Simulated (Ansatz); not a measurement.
The calculation used Ansatz, DFT PBE, scalar-relativistic, plane waves, PAW. All cells share a 420 eV cutoff and Γ-centred k meshes spaced at most about 0.3 Å⁻¹ (about 0.25 or finer for metals, 2π included). No spin polarisation.

All energies are static (0 K, no zero-point motion).

Two forms of LiSe₄ were relaxed alike.

A.

```
CELL_PARAMETERS angstrom
3.76427 -5.00964 0.00000
3.76427 5.00964 0.00000
0.00000 0.00000 4.34954
ATOMIC_POSITIONS crystal
Li 0.00000 0.00000 0.00000
Se 0.61017 0.38983 0.00000
Se 0.38983 0.61017 0.00000
Se 0.84420 0.84420 0.50000
Se 0.15580 0.15580 0.50000
```

B.

```
CELL_PARAMETERS angstrom
3.83138 0.00000 0.00000
0.00000 3.83138 0.00000
0.00000 0.00000 8.83410
ATOMIC_POSITIONS crystal
Li 0.50000 0.50000 0.50000
Se 0.50000 0.00000 0.26309
Se 0.50000 0.00000 0.73691
Se 0.00000 0.50000 0.26309
Se 0.00000 0.50000 0.73691
```

Question: Which would you expect to be lower, and how large is the difference?

Answer: B is lower, by 267 meV/atom. A has space group Cmmm (No. 65), 32.8 Å³/atom and no gap on its mesh; B has space group P4/mmm (No. 123), 25.9 Å³/atom and no gap. Counting Se atoms around Li (those within 1.25 times the shortest such distance or 1.15 times the sum of covalent radii), A has Li 4 and B has Li 8. A holds Se–Se pairs (shortest 2.21 Å); in B the shortest Se–Se distance is 2.71 Å, near bonding range too. In A, around Li lie 4 Se at 2.47 Å; Se on a site of symmetry m2m is surrounded by 1 Se at 2.21 Å; Se on a site of symmetry 2mm has 1 Se at 2.35 Å and 2 Li at 2.47 Å. In B, Li is surrounded by 8 Se at 2.84 Å; Se has 4 Se at 2.71 Å and 2 Li at 2.84 Å. Both come from invented guesses.

No dispersion correction is applied, so the spacing and binding between layers, chains or molecules are poorly described (Cmmm, P4/mmm), and this can change margins and order among such cells. In Cmmm, P4/mmm an odd number of electrons in the primitive cell allows no gap without spin; a larger cell or a magnetic state could open one. Cells relaxed within their symmetry can be saddle points.
